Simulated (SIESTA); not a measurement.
The system is Rb.

```
CELL_PARAMETERS angstrom
-2.80250 2.80250 2.80250
2.80250 -2.80250 2.80250
2.80250 2.80250 -2.80250
ATOMIC_POSITIONS crystal
Rb 0.00000 0.00000 0.00000
```

* Program: SIESTA 5.4.2
* Task: single point
* Functional: PBEsol
* Potentials or basis: PseudoDojo 0.4 standard (PBEsol files)
* Basis: DZP (energy shift 0.003 Ry; two zetas on semicore shells; d shell added on Rb)
* Grid cutoff: 500 Ry
* Energy shift: 0.003 Ry
* k mesh: 7 × 7 × 7
* Occupations: fermi-dirac, width 0.05 eV
* Spin: no spin polarisation

On this cell: pressure -0.2 GPa; band gap on the k mesh none (metal or under the smearing width).

The same run follows on a disturbed copy (cell strained at random at fixed volume):

```
CELL_PARAMETERS angstrom
-2.92087 2.82641 2.71242
2.91628 -2.85910 2.74053
2.84329 2.78152 -2.74511
ATOMIC_POSITIONS crystal
Rb 0.00230 0.99471 0.99463
```

What does the disturbed cell give?

The energy (extrapolated to zero smearing) moves by +0.5 meV/atom; pressure -0.2 GPa; band gap on the k mesh none (metal or under the smearing width).

Stress tensor (GPa, compression positive):
```
-0.17  0.08  0.01
 0.08 -0.16  0.03
 0.01  0.03 -0.17
```

Caveats: the basis of atomic orbitals isn't converged, which shifts pressures, moduli and gaps.
